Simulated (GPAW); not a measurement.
# Cu (Fm-3m) in GPAW: reference runs

Reference runs on Cu: the cell as given and a disturbed copy.

Everything below comes from runs of GPAW 26.7.0. Logs are shortened: lines on timing, memory, paths and dates and some standing lists are left out, and cuts for length are marked. The log counts tension as positive stress, the text compression.

## 1. Starting point

The structure is cubic, space group Fm-3m (No. 225). Conventional cell: a = 3.615 Å, b = 3.615 Å, c = 3.615 Å, α = 90.00°, β = 90.00°, γ = 90.00°. Cu (site symmetry m-3m) has 12 Cu at 2.56 Å as nearest neighbours.

## 2. Single point, PBE

The input, run.py:

```python
from ase import Atoms
from ase.dft.bandgap import bandgap
from ase.io import write
from ase.units import GPa
from gpaw import GPAW, PW

atoms = Atoms(['Cu'],
              cell=[[0.0, 1.8075, 1.8075],
                    [1.8075, 0.0, 1.8075],
                    [1.8075, 1.8075, 0.0]],
              scaled_positions=[[0.0, 0.0, 0.0]],
              pbc=True)

calc = GPAW(mode=PW(600),
            xc='PBE',
            kpts={'size': (13, 13, 13), 'gamma': True},
            occupations={'name': 'fermi-dirac', 'width': 0.05},
            nbands=14,
            convergence={'density': 1e-05, 'energy': 1e-05},
            maxiter=150,
            txt='gpaw.txt')
atoms.calc = calc
energy = atoms.get_potential_energy()
forces = atoms.get_forces()
stress = atoms.get_stress()
calc.write('gs.gpw')
write('result.traj', atoms)
print(f'Energy: {energy:.6f} eV')
print('Forces (eV/A):')
print(forces.round(4))
print('Stress (GPa):', (stress / GPa).round(3))
print('Fermi level:', round(calc.get_fermi_level(), 4), 'eV')
print(f'Gap: {bandgap(calc)[0]:.4f} eV, direct: {bandgap(calc, direct=True)[0]:.4f} eV')
```

Potentials or basis: GPAW PAW data sets (gpaw-data 1.2.1), pw.

Started as:

```
$ OMP_NUM_THREADS=1 python run.py
```

gpaw.txt:

```text
__  _  _
 | _ |_)|_||  |
 |__||  | ||/\| - 26.7.0

Input parameters:
  mode=PW(ecut=600.0),
  convergence={'density': 1e-05, 'energy': 1e-05},
  kpts=MonkhorstPack(size=(13, 13, 13), gamma=True),
  maxiter=150,
  nbands=14,
  occupations=Occupations(name='fermi-dirac', width=0.05),
  xc=XC(name='PBE')

Diagonalizing LCAO Hamiltonian
Converting LCAO to pw mode

       Cu

Atoms  # Å, Bohr magnetons
|   | symbol |        x |        y |        z |    initial magnetic moments |
|---|--------|----------|----------|----------|-----------------------------|
| 0 |     Cu | 0.000000 | 0.000000 | 0.000000 | ( 0.0000,  0.0000,  0.0000) |

Unit cell  # Å
| periodic |        x |        y |        z |  lengths |    angles |
|----------|----------|----------|----------|----------|-----------|
|      yes | 0.000000 | 1.807500 | 1.807500 | 2.556191 | 60.000000 |
|      yes | 1.807500 | 0.000000 | 1.807500 | 2.556191 | 60.000000 |
|      yes | 1.807500 | 1.807500 | 0.000000 | 2.556191 | 60.000000 |

Number of symmetries: 48
Symmetry operations  # r_c * U_cc + t_c -> r_c
|    | kind |            matrix            |
|----|------|------------------------------|
|  0 |  σ   |  1, 0, 0,  1, 0,-1,  1,-1, 0 |
|  1 |  C2  |  1, 0, 0,  1,-1, 0,  1, 0,-1 |
|  2 |  E   |  1, 0, 0,  0, 1, 0,  0, 0, 1 |
|  3 |  σ   |  1, 0, 0,  0, 0, 1,  0, 1, 0 |
|  4 |  C4  |  1, 0,-1,  1, 0, 0,  1,-1, 0 |
|  5 |  S6  |  1, 0,-1,  1,-1, 0,  1, 0, 0 |
|  6 |  σ   |  1, 0,-1,  0, 1,-1,  0, 0,-1 |
|  7 |  C3  |  1, 0,-1,  0, 0,-1,  0, 1,-1 |
|  8 |  S6  |  1,-1, 0,  1, 0, 0,  1, 0,-1 |
|  9 |  C4  |  1,-1, 0,  1, 0,-1,  1, 0, 0 |
| 10 |  C3  |  1,-1, 0,  0,-1, 1,  0,-1, 0 |
| 11 |  σ   |  1,-1, 0,  0,-1, 0,  0,-1, 1 |
| 12 |  σ   |  0, 1, 0,  1, 0, 0,  0, 0, 1 |
| 13 |  C4  |  0, 1, 0,  0, 1,-1, -1, 1, 0 |
| 14 |  C3  |  0, 1, 0,  0, 0, 1,  1, 0, 0 |
| 15 |  S6  |  0, 1, 0, -1, 1, 0,  0, 1,-1 |
| 16 |  C2  |  0, 1,-1,  1, 0,-1,  0, 0,-1 |
| 17 |  σ   |  0, 1,-1,  0, 1, 0, -1, 1, 0 |
| 18 |  S4  |  0, 1,-1,  0, 0,-1,  1, 0,-1 |
| 19 |  C4  |  0, 1,-1, -1, 1, 0,  0, 1, 0 |
| 20 |  C3  |  0, 0, 1,  1, 0, 0,  0, 1, 0 |
| 21 |  σ   |  0, 0, 1,  0, 1, 0,  1, 0, 0 |
| 22 |  S6  |  0, 0, 1,  0,-1, 1, -1, 0, 1 |
| 23 |  C4  |  0, 0, 1, -1, 0, 1,  0,-1, 1 |
| 24 |  S4  |  0, 0,-1,  1, 0,-1,  0, 1,-1 |
| 25 |  C3  |  0, 0,-1,  0, 1,-1,  1, 0,-1 |
| 26 |  C2  |  0, 0,-1,  0,-1, 0, -1, 0, 0 |
| 27 |  S6  |  0, 0,-1, -1, 0, 0,  0,-1, 0 |
| 28 |  S4  |  0,-1, 1,  1,-1, 0,  0,-1, 0 |
| 29 |  C4  |  0,-1, 1,  0, 0, 1, -1, 0, 1 |
| 30 |  C2  |  0,-1, 1,  0,-1, 0,  1,-1, 0 |
| 31 |  σ   |  0,-1, 1, -1, 0, 1,  0, 0, 1 |
| 32 |  C3  |  0,-1, 0,  1,-1, 0,  0,-1, 1 |
| 33 |  S6  |  0,-1, 0,  0, 0,-1, -1, 0, 0 |
| 34 |  S4  |  0,-1, 0,  0,-1, 1,  1,-1, 0 |
| 35 |  C2  |  0,-1, 0, -1, 0, 0,  0, 0,-1 |
| 36 |  C2  | -1, 1, 0,  0, 1, 0,  0, 1,-1 |
| 37 |  S6  | -1, 1, 0,  0, 1,-1,  0, 1, 0 |
| 38 |  S4  | -1, 1, 0, -1, 0, 1, -1, 0, 0 |
| 39 |  C3  | -1, 1, 0, -1, 0, 0, -1, 0, 1 |
| 40 |  S6  | -1, 0, 1,  0, 0, 1,  0,-1, 1 |
| 41 |  C2  | -1, 0, 1,  0,-1, 1,  0, 0, 1 |
| 42 |  C3  | -1, 0, 1, -1, 1, 0, -1, 0, 0 |
| 43 |  S4  | -1, 0, 1, -1, 0, 0, -1, 1, 0 |
| 44 |  C2  | -1, 0, 0,  0, 0,-1,  0,-1, 0 |
| 45 |  i   | -1, 0, 0,  0,-1, 0,  0, 0,-1 |
| 46 |  σ   | -1, 0, 0, -1, 1, 0, -1, 0, 1 |
| 47 |  C2  | -1, 0, 0, -1, 0, 1, -1, 1, 0 |

BZ-sampling:
  Number of BZ points: 2197
  Number of IBZ points: 84

  Monkhorst-Pack size: [13, 13, 13]
  Monkhorst-Pack shift: [0, 0, 0]

K-points  # in reciprocal-cell coordinates
|     |                                coordinates |     weight |
|-----|--------------------------------------------|------------|
|   0 | (  0.00000000,   0.00000000,   0.00000000) | 0.00045517 |
|   1 | (  0.07692308,   0.07692308,   0.00000000) | 0.00273100 |
|   2 | (  0.07692308,   0.07692308,   0.07692308) | 0.00364133 |
|   3 | (  0.15384615,   0.07692308,   0.07692308) | 0.00546199 |
|   4 | (  0.15384615,   0.15384615,   0.00000000) | 0.00273100 |
|   5 | (  0.15384615,   0.15384615,   0.07692308) | 0.01092399 |
|   6 | (  0.15384615,   0.15384615,   0.15384615) | 0.00364133 |
|   7 | (  0.23076923,   0.15384615,   0.07692308) | 0.01092399 |
|   8 | (  0.23076923,   0.15384615,   0.15384615) | 0.01092399 |
|   9 | (  0.23076923,   0.23076923,   0.00000000) | 0.00273100 |
| ... |                                            |            |
|  83 | (  0.46153846,   0.46153846,   0.46153846) | 0.00364133 |

Plane wave coefficients: 411
Cutoff: 600.0 eV

Spin-components: 1 (collinear spins)
Bands:           14
Projectors:      6
Spin-degeneracy: 2
Datatype:        complex128

Density:
  Valence electrons: 11.0
  Components: 1
  Grid points: [15 15 15]
  Charge: 0.0  # |e|

Potential:
  Grid points: [15 15 15]

species:
  Cu:
    name:    Copper
    Z:       29.0
    valence: 11
    core:    18
    charge:  0.0  # [|e|]
    compensation charges:
      type: gauss
      rc: 0.33  # [Å]
      lmax: 2
    cutoffs:
      filter: 2.06  # [Å]
      core: 2.43  # [Å]
    projectors
    | kind |    occ | energy [eV] | rcut [Å] |
    |------|--------|-------------|----------|
    |   4s |  1.000 |      -4.609 |    1.164 |
    |   4p |  0.000 |      -0.698 |    1.164 |
    |   3d | 10.000 |      -5.039 |    1.058 |
    |    s |        |      22.603 |    1.164 |
    |    p |        |      26.513 |    1.164 |
    |    d |        |      22.172 |    1.058 |

    Using partial waves for Cu as LCAO basis

Reference energy: -45021.451841  # eV

eigensolver:
  PPCG
  Converge bands: occupied
  niter=2

density mixing:
  MSR1-Mixer
  Pratt-step length: 0.05
  Maximum mixing coefficient: 0.75
  Old densities: 10
  SVD Regularization: 0.005
  Good broyden scale: 1.0
  Trust region scale: 1.0
  Backstep threshold: 4.0
  History deletion threshold: 6.0
  Fourier metric: weight=20.0, sigma=0.015

occupation numbers:
  Fermi-Dirac:
    width: 0.0500  # eV

poisson solver:
  ecut: 4800.0  # eV

xc functional:
  name: PBE with 2 nearest neighbor stencil

convergence criteria:
- Maximum integral of absolute [dens]ity change: 1e-05 electrons / valence electron
- Maximum [total energy] change in last 3 cyles: 1e-05 eV / valence electron
- Maximum integral of absolute [eigenst]ate change: 4e-08 eV^2 / valence electron
maximum number of iterations: 150

SCF iterations
|iter     | |      energy | eigst |  dens |
|---------|-|-------------|-------|-------|
|iter:   1| |   -4.630651 | -0.41 |       |
|iter:   2| |   -4.257839 | -2.97 | -0.89 |
|iter:   3| |   -3.689989 | -1.94 | -0.99 |
|iter:   4| |   -3.679952 | -4.16 | -1.79 |
|iter:   5| |   -3.672693 | -3.55 | -1.95 |
|iter:   6| |   -3.672700 | -6.50 | -3.54 |
|iter:   7| |   -3.672697c| -6.20 | -3.56 |
|iter:   8| |   -3.672697c| -8.84c| -4.48 |
|iter:   9| |   -3.672697c| -8.32c| -5.10c|

Converged in 9 steps
Energy contributions relative to reference atoms: (reference = -45021.451841)

Energy contributions:
  Kinetic:         -11.937422
  Coulomb:           9.312259
  Zero:              0.051865
  External:          0.000000
  Xc:               -1.098040
  Entropy:          -0.002719
  Spinorbit:         0.000000
  ----------------------------
  Free energy:      -3.674057
  Extrapolated:     -3.672697

dipole moment: (-7.877504, -7.877504, -7.877504)  # |e|*Ang

Fermi level: 8.228
Eigenvalues  # (at kpt = [0.000, 0.000, 0.000])
| band index |      eig [eV] | occ [0-2] |
|------------|---------------|-----------|
|          0 |        -1.326 |     2.000 |
|          1 |         5.026 |     2.000 |
|          2 |         5.026 |     2.000 |
|          3 |         5.026 |     2.000 |
|          4 |         5.845 |     2.000 |
|          5 |         5.845 |     2.000 |
|          6 |        31.045 |     0.000 |
|          7 |        33.456 |     0.000 |
|          8 |        33.456 |     0.000 |
|          9 |        33.456 |     0.000 |
|         10 |        35.693 |     0.000 |
|         11 |        35.693 |     0.000 |
|         12 |        35.693 |     0.000 |
|         13 |        39.534 |     0.000 |

No gap
No difference between direct/indirect transitions

Forces  # eV/Ang
|       x |       y |        z |
|---------|---------|----------|
| 0.00000 | 0.00000 | -0.00000 |  # Cu   0

Stress tensor  # eV/Ang^3
|         x |         y |         z |
|-----------|-----------|-----------|
| -0.019116 | -0.000000 |  0.000000 |
| -0.000000 | -0.019116 |  0.000000 |
|  0.000000 |  0.000000 | -0.019116 |

# Writing to gs.gpw (mode='')
```

stdout:

```text
Energy: -3.672697 eV
Forces (eV/A):
[[ 0.  0. -0.]]
Stress (GPa): [-3.063 -3.063 -3.063  0.     0.    -0.   ]
Fermi level: 8.2278 eV
Gap: 0.0000 eV, direct: 0.0000 eV
```

Wall time 8.4 s (1 thread of Arm Neoverse V2, shared host); peak memory 0.13 GiB.

What came out:

| Quantity | Value |
| --- | --- |
| Free energy | -3.6741 eV |
| Pressure | 3.1 GPa |
| Band gap on the k mesh | none (metal or under the smearing width) |

Levels at points of the mesh, in eV from the Fermi level:
```csv
k point,band 3,band 4,band 5,band 6,band 7,band 8,band 9,band 10
"(0.00, 0.00, 0.00)",-3.20,-3.20,-2.38,-2.38,22.82,25.23,25.23,25.23
```

Caveat: with this Cu data set, volumes or pressures lay over 1.5 % or 2 GPa off other programs in two to four cells of ten.

## 3. Single point, PBE (cell strained at random at fixed volume)

Edit run.py of step 2 so:

```diff
@@ -7,6 +7,6 @@
 atoms = Atoms(['Cu'],
-              cell=[[0.0, 1.8075, 1.8075],
-                    [1.8075, 0.0, 1.8075],
-                    [1.8075, 1.8075, 0.0]],
-              scaled_positions=[[0.0, 0.0, 0.0]],
+              cell=[[-0.008578, 1.795752, 1.801688],
+                    [1.82295, -0.024052, 1.817163],
+                    [1.795326, 1.783602, 0.003572]],
+              scaled_positions=[[0.001456, -0.024293, 0.029321]],
               pbc=True)
```

Potentials or basis: GPAW PAW data sets (gpaw-data 1.2.1), pw.

Started as:

```
$ OMP_NUM_THREADS=1 python run.py
```

gpaw.txt:

```text
__  _  _
 | _ |_)|_||  |
 |__||  | ||/\| - 26.7.0

Input parameters:
  mode=PW(ecut=600.0),
  convergence={'density': 1e-05, 'energy': 1e-05},
  kpts=MonkhorstPack(size=(13, 13, 13), gamma=True),
  maxiter=150,
  nbands=14,
  occupations=Occupations(name='fermi-dirac', width=0.05),
  xc=XC(name='PBE')

Diagonalizing LCAO Hamiltonian
Converting LCAO to pw mode

       Cu

Atoms  # Å, Bohr magnetons
|   | symbol |        x |        y |         z |    initial magnetic moments |
|---|--------|----------|----------|-----------|-----------------------------|
| 0 |     Cu | 0.008343 | 0.055496 | -0.041416 | ( 0.0000,  0.0000,  0.0000) |

Unit cell  # Å
| periodic |         x |         y |        z |  lengths |    angles |
|----------|-----------|-----------|----------|----------|-----------|
|      yes | -0.008578 |  1.795752 | 1.801688 | 2.543792 | 60.210127 |
|      yes |  1.822950 | -0.024052 | 1.817163 | 2.574064 | 60.255014 |
|      yes |  1.795326 |  1.783602 | 0.003572 | 2.530700 | 60.592456 |

Number of symmetries: 1
Symmetry operations  # r_c * U_cc + t_c -> r_c
|   | kind |            matrix            |
|---|------|------------------------------|
| 0 |  E   |  1, 0, 0,  0, 1, 0,  0, 0, 1 |

BZ-sampling:
  Number of BZ points: 2197
  Number of IBZ points: 1099

  Monkhorst-Pack size: [13, 13, 13]
  Monkhorst-Pack shift: [0, 0, 0]

K-points  # in reciprocal-cell coordinates
|      |                                coordinates |     weight |
|------|--------------------------------------------|------------|
|    0 | (  0.00000000,   0.00000000,   0.00000000) | 0.00045517 |
|    1 | (  0.00000000,   0.00000000,   0.07692308) | 0.00091033 |
|    2 | (  0.00000000,   0.00000000,   0.15384615) | 0.00091033 |
|    3 | (  0.00000000,   0.00000000,   0.23076923) | 0.00091033 |
|    4 | (  0.00000000,   0.00000000,   0.30769231) | 0.00091033 |
|    5 | (  0.00000000,   0.00000000,   0.38461538) | 0.00091033 |
|    6 | (  0.00000000,   0.00000000,   0.46153846) | 0.00091033 |
|    7 | (  0.00000000,   0.07692308,  -0.46153846) | 0.00091033 |
|    8 | (  0.00000000,   0.07692308,  -0.38461538) | 0.00091033 |
|    9 | (  0.00000000,   0.07692308,  -0.30769231) | 0.00091033 |
|  ... |                                            |            |
| 1098 | (  0.46153846,   0.46153846,   0.46153846) | 0.00091033 |

Plane wave coefficients: 402
Cutoff: 600.0 eV

Spin-components: 1 (collinear spins)
Bands:           14
Projectors:      6
Spin-degeneracy: 2
Datatype:        complex128

Density:
  Valence electrons: 11.0
  Components: 1
  Grid points: [15 15 15]
  Charge: 0.0  # |e|

Potential:
  Grid points: [15 15 15]

species:
  Cu:
    name:    Copper
    Z:       29.0
    valence: 11
    core:    18
    charge:  0.0  # [|e|]
    compensation charges:
      type: gauss
      rc: 0.33  # [Å]
      lmax: 2
    cutoffs:
      filter: 2.06  # [Å]
      core: 2.43  # [Å]
    projectors
    | kind |    occ | energy [eV] | rcut [Å] |
    |------|--------|-------------|----------|
    |   4s |  1.000 |      -4.609 |    1.164 |
    |   4p |  0.000 |      -0.698 |    1.164 |
    |   3d | 10.000 |      -5.039 |    1.058 |
    |    s |        |      22.603 |    1.164 |
    |    p |        |      26.513 |    1.164 |
    |    d |        |      22.172 |    1.058 |

    Using partial waves for Cu as LCAO basis

Reference energy: -45021.451841  # eV

eigensolver:
  PPCG
  Converge bands: occupied
  niter=2

density mixing:
  MSR1-Mixer
  Pratt-step length: 0.05
  Maximum mixing coefficient: 0.75
  Old densities: 10
  SVD Regularization: 0.005
  Good broyden scale: 1.0
  Trust region scale: 1.0
  Backstep threshold: 4.0
  History deletion threshold: 6.0
  Fourier metric: weight=20.0, sigma=0.015

occupation numbers:
  Fermi-Dirac:
    width: 0.0500  # eV

poisson solver:
  ecut: 4800.0  # eV

xc functional:
  name: PBE with 2 nearest neighbor stencil

convergence criteria:
- Maximum integral of absolute [dens]ity change: 1e-05 electrons / valence electron
- Maximum [total energy] change in last 3 cyles: 1e-05 eV / valence electron
- Maximum integral of absolute [eigenst]ate change: 4e-08 eV^2 / valence electron
maximum number of iterations: 150

SCF iterations
|iter     | |      energy | eigst |  dens |
|---------|-|-------------|-------|-------|
|iter:   1| |   -4.628273 | -0.43 |       |
|iter:   2| |   -4.255714 | -2.97 | -0.89 |
|iter:   3| |   -3.688444 | -1.94 | -0.99 |
|iter:   4| |   -3.678349 | -4.16 | -1.79 |
|iter:   5| |   -3.671090 | -3.54 | -1.95 |
|iter:   6| |   -3.671096 | -6.51 | -3.53 |
|iter:   7| |   -3.671094c| -6.20 | -3.56 |
|iter:   8| |   -3.671094c| -8.83c| -4.48 |
|iter:   9| |   -3.671094c| -8.27c| -5.08c|

Converged in 9 steps
Energy contributions relative to reference atoms: (reference = -45021.451841)

Energy contributions:
  Kinetic:         -11.912000
  Coulomb:           9.291577
  Zero:              0.051882
  External:          0.000000
  Xc:               -1.101285
  Entropy:          -0.002537
  Spinorbit:         0.000000
  ----------------------------
  Free energy:      -3.672362
  Extrapolated:     -3.671094

dipole moment: (0.118347, -7.560690, -0.195687)  # |e|*Ang

Fermi level: 8.206
Eigenvalues  # (at kpt = [0.000, 0.000, 0.000])
| band index |      eig [eV] | occ [0-2] |
|------------|---------------|-----------|
|          0 |        -1.326 |     2.000 |
|          1 |         4.957 |     2.000 |
|          2 |         5.035 |     2.000 |
|          3 |         5.079 |     2.000 |
|          4 |         5.834 |     2.000 |
|          5 |         5.861 |     2.000 |
|          6 |        30.939 |     0.000 |
|          7 |        32.900 |     0.000 |
|          8 |        33.619 |     0.000 |
|          9 |        33.978 |     0.000 |
|         10 |        35.149 |     0.000 |
|         11 |        35.792 |     0.000 |
|         12 |        36.116 |     0.000 |
|         13 |        39.578 |     0.000 |

No gap
No difference between direct/indirect transitions

Forces  # eV/Ang
|        x |       y |        z |
|----------|---------|----------|
| -0.00000 | 0.00000 | -0.00000 |  # Cu   0

Stress tensor  # eV/Ang^3
|         x |         y |         z |
|-----------|-----------|-----------|
| -0.019120 | -0.010078 |  0.004987 |
| -0.010078 | -0.021088 | -0.003530 |
|  0.004987 | -0.003530 | -0.018427 |

# Writing to gs.gpw (mode='')
```

Run time: 91 s. Hardware: 1 thread of Arm Neoverse V2, shared host; peak memory 0.3 GiB.

What came out:

```
Free energy            : -3.6724 eV
Pressure               : 3.1 GPa
Band gap on the k mesh : none (metal or under the smearing width)
```

Levels at points of the mesh, in eV from the Fermi level:
```tsv
k point	band 3	band 4	band 5	band 6	band 7	band 8
(0.00, 0.00, 0.00)	-3.17	-3.13	-2.37	-2.34	22.73	24.69
```

Caveat: with this Cu data set, volumes or pressures lay over 1.5 % or 2 GPa off other programs in two to four cells of ten.
